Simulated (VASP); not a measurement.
The system is Te.

```
CELL_PARAMETERS angstrom
4.33733 0.00000 0.00000
-2.16866 3.75624 0.00000
0.00000 0.00000 5.92122
ATOMIC_POSITIONS crystal
Te 0.27954 0.00000 0.33333
Te 0.00000 0.27954 0.66667
Te 0.72046 0.72046 0.00000
```

The cell isn't the ideal one: a relaxed cell with its volume scaled by 0.96.

- Program: VASP 6.6.1
- Task: relaxation of shape and atoms at fixed volume
- Functional: rev-vdW-DF2
- Potentials or basis: VASP PAW PBE potentials, release 64 (Te)
- Cutoff: 600 eV
- k mesh: 9 × 9 × 6
- Occupations: gaussian, width 0.03 eV
- Spin: no spin polarisation

At the start: pressure 2.3 GPa; volume 32.16 Å³/atom.

Task: How do energy, volume and symmetry change on relaxing?

Result: Over 6 steps the energy falls by 3.8 meV/atom; space group P3_121 (No. 152, to 0.05 Å).

Step by step:
| step | energy change (eV) | largest force (eV/Å) | pressure (GPa) |
| --- | --- | --- | --- |
| 1 | 0.0000 | 0.1740 | 2.25 |
| 2 | -0.0062 | 0.1190 | 1.95 |
| 3 | -0.0111 | 0.0017 | 1.25 |
| 4 | -0.0113 | 0.0180 | 1.35 |
| 5 | -0.0114 | 0.0126 | 1.35 |
| 6 | -0.0115 | 0.0026 | 1.35 |

Final structure:
```
CELL_PARAMETERS angstrom
4.30590 0.00000 0.00000
-2.15295 3.72902 0.00000
0.00000 0.00000 6.00797
ATOMIC_POSITIONS crystal
Te 0.28650 0.00000 0.33333
Te 0.00000 0.28650 0.66667
Te 0.71350 0.71350 0.00000
```

Caveat: the PAW data sets were made with another functional, which shifts forces and pressure a little.
